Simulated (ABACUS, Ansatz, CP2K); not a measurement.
## The equilibrium volume of Re, sorted by core time

Symmetry: P6_3/mmc, No. 194, hexagonal system. Conventional cell: a = 2.761 Å, b = 2.761 Å, c = 4.458 Å, α = 90.00°, β = 90.00°, γ = 120.00°. Re (site symmetry -6m2) is surrounded by 12 Re at 2.74 to 2.76 Å.

```tsv
rung	level	program and potentials	cutoff (eV)	k mesh	smearing	core time	chip	equilibrium volume (Å³/atom)	notes
GGA	PBEsol	ABACUS, PseudoDojo NC SR 0.5 PBE standard, plane waves	993	9 × 9 × 5	fermi-dirac 0.05	52 s	AMD EPYC 9R45 Zen 5	14.58	potentials made for PBE
GGA + dispersion	PBEsol+D3(BJ)	Ansatz, all-electron LAPW, scalar-relativistic	-	11 × 11 × 6	fermi-dirac 0.05	61 s	Intel Xeon 6975P-C Granite Rapids	14.27	-
GGA	PBE	ABACUS, PseudoDojo NC SR 0.5 PBE stringent, plane waves	993	9 × 9 × 5	fermi-dirac 0.05	76 s	AMD EPYC 9R45 Zen 5	(a)	-
GGA + dispersion	RPBE+D4	Ansatz, all-electron LAPW, scalar-relativistic	-	11 × 11 × 6	fermi-dirac 0.05	79 s	Arm Neoverse V2	14.60	-
GGA + dispersion	PBE+D4	Ansatz, all-electron LAPW, scalar-relativistic	-	11 × 11 × 6	fermi-dirac 0.05	88 s	Arm Neoverse V1	14.67	-
GGA + dispersion	BLYP+D3(BJ)	Ansatz, all-electron LAPW, scalar-relativistic	-	11 × 11 × 6	fermi-dirac 0.05	96 s	Arm Neoverse V1	14.78	-
GGA + dispersion	revPBE+D3(BJ)	Ansatz, all-electron LAPW, scalar-relativistic	-	11 × 11 × 6	fermi-dirac 0.05	99 s	Arm Neoverse V1	14.54	-
GGA	PBEsol	Ansatz, all-electron LAPW, scalar-relativistic	-	11 × 11 × 6	fermi-dirac 0.05	1.7 min	Arm Neoverse V1	14.56	-
GGA + dispersion	BLYP+D4	Ansatz, all-electron LAPW, scalar-relativistic	-	11 × 11 × 6	fermi-dirac 0.05	1.7 min	Arm Neoverse V1	14.93	-
GGA + dispersion	PBEsol+D4	Ansatz, all-electron LAPW, scalar-relativistic	-	11 × 11 × 6	fermi-dirac 0.05	1.8 min	Arm Neoverse V1	14.40	-
LDA	LDA	Ansatz, all-electron LAPW, scalar-relativistic	-	11 × 11 × 6	fermi-dirac 0.05	1.8 min	Arm Neoverse V1	14.33	-
GGA	RPBE	Ansatz, all-electron LAPW, scalar-relativistic	-	11 × 11 × 6	fermi-dirac 0.05	2 min	Arm Neoverse V1	(b)	-
GGA	BLYP	Ansatz, all-electron LAPW, scalar-relativistic	-	11 × 11 × 6	fermi-dirac 0.05	2 min	Arm Neoverse V1	15.53	-
GGA + dispersion	PBE+D3(BJ)	Ansatz, all-electron LAPW, scalar-relativistic	-	11 × 11 × 6	fermi-dirac 0.05	2 min	Intel Xeon Skylake/Cascade Lake	14.67	-
GGA	revPBE	Ansatz, all-electron LAPW, scalar-relativistic	-	11 × 11 × 6	fermi-dirac 0.05	2 min	Arm Neoverse V1	(c)	-
GGA + dispersion	RPBE+D3(BJ)	Ansatz, all-electron LAPW, scalar-relativistic	-	11 × 11 × 6	fermi-dirac 0.05	3.5 min	Intel Xeon Skylake/Cascade Lake	13.43	-
GGA	PBEsol	CP2K, POTENTIAL_UZH Re GTH-PBE-q15; TZVP-MOLOPT-PBE-GTH basis	-	8 × 8 × 5	fermi-dirac 0.1	5.7 min	Arm Neoverse V2	14.56	atomic basis; potentials made for PBE
GGA	BLYP	ABACUS, GBRV ultrasoft 1.5 PBE, plane waves	544	9 × 9 × 5	fermi-dirac 0.05	32 min	Intel Xeon Platinum 8488C Sapphire Rapids	15.52	potentials made for PBE
```

Times are single runs on shared hosts and different chips, so they are rough; meshes, cutoffs and the tasks' sizes weigh on the time. Task: relaxation of cell and atoms. All rows: no spin polarisation. Smearing widths are in eV. For a metal such meshes aren't converged. Meshes differ between rows, which moves values too. Meshes are those of the run's cell of 2 atoms unless a note names another. Relaxations start from the cell shown or near it and stop with a little pressure left. Runs on faulty files, with rough fits or with known faults for this quantity aren't shown. No row holds spin-orbit coupling.

Task: Estimate the values left out from the other rows.

Result: (a) 14.95 Å³/atom; (b) 15.12 Å³/atom; (c) 15.07 Å³/atom.
